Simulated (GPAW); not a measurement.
Runs of GPAW 26.7.0 on Sb. It takes space group Im-3m (No. 229, cubic). The conventional cell has a = 3.743 Å, b = 3.743 Å, c = 3.743 Å, α = 90.00°, β = 90.00°, γ = 90.00°. Sb (site symmetry m-3m) has 8 Sb at 3.24 Å as nearest neighbours. This isn't the form of Sb at room conditions, which is rhombohedral.

```csv
level,gap on the mesh (eV),pressure (GPa),relaxed volume (Å³/atom)
PBEsol+D3(BJ)+ATM,none,0.1,24.90
PBEsol+D3(BJ),none,0.1,(a)
PBEsol+D3,none,0.0,25.52
PBEsol,none,0.0,26.07
PBEsol+D4,none,0.1,(b)
```

Alike in all rows: task relaxation of cell and atoms; potentials or basis PAW data sets generated in the run's folder for this functional, pw; no spin polarisation; cell relaxed; k mesh 10 × 10 × 10; cutoff (eV) 600; smearing fermi-dirac 0.05 eV.

Q: Estimate the missing entries.

A: (a) 24.75; (b) 25.28.

Caveats: later steps reuse the first step's grids; pairwise dispersion overbinds metals, which lowers pressure and volume (some runs).

A k mesh can miss the band edges, and the runs leave out spin-orbit coupling on Sb.

A gap of «none» marks a metal or a gap under the smearing width.

Runs at the PBE level aren't shown here.
